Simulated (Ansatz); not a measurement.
# Two inputs for SiO2

Cell: a computed structure from the Materials Project (it need not be an observed phase), atoms as given.

Space group Fddd:1 (No. 70); a = 4.7192, b = 9.4325, c = 14.7256 Å.

```
site  Wyckoff  site symmetry       x       y       z
  Si      16g            ..2  0.7500  0.7500  0.5632
  O5      16d             -1  0.3750  0.6250  0.3750
  O9      16f            .2.  0.5000  0.1866  0.5000
```

One atom of each set is listed; the run and its k-mesh use a cell of 12 atoms with edges of 8.74, 7.73, 5.27 Å.

Reference run. Method: Kohn–Sham DFT in Ansatz, PBE, plane waves and PAW, scalar-relativistic, 420 eV cutoff, Γ-centred 5×5×5 k-points, Fermi–Dirac smearing 0.02 eV.

Q: The input is changed as follows: `total_charge`: not typed → 1. What happens to V_zz (10²¹ V/m²) and η?

A: 

| site | V_zz reference | η reference | V_zz changed | η changed |
| --- | --- | --- | --- | --- |
| Si | 0.79 | 0.74 | 0.73 | 0.77 |
| O5 | 10.24 | 0.05 | 8.80 | 0.31 |
| O9 | 8.85 | 0.29 | 6.82 | 0.11 |

The largest change of V_zz is on O9, from 8.85 to 6.82. In per cent, |V_zz| changes by -23 to -14 on O (all sites that start above 2). Where |V_zz| stays above 0.1 and the axes keep their order, η moves most on O5, from 0.05 to 0.31. On O9 V_xx and V_yy change places (or their axes turn by over 50°), so the two values of η hide a larger change. The changed cell holds a charge of +1 on a uniform background, so it isn't the neutral crystal. It has an odd number of electrons and no spin polarisation, so the extra carrier is shared by both spins and spread out, where a real one carries spin and can localise. The gap no longer holds the Fermi energy in the changed run, so its gradients also hang on the k-mesh and the smearing. SCF iterations: 6 and 9.

On the reference run: At this cell the principal stresses reach 5 GPa in size with PBE, which can matter for small gradients. The largest force is 0.4 eV/Å, so the atoms aren't at the calculated equilibrium and relaxing them would move these values.
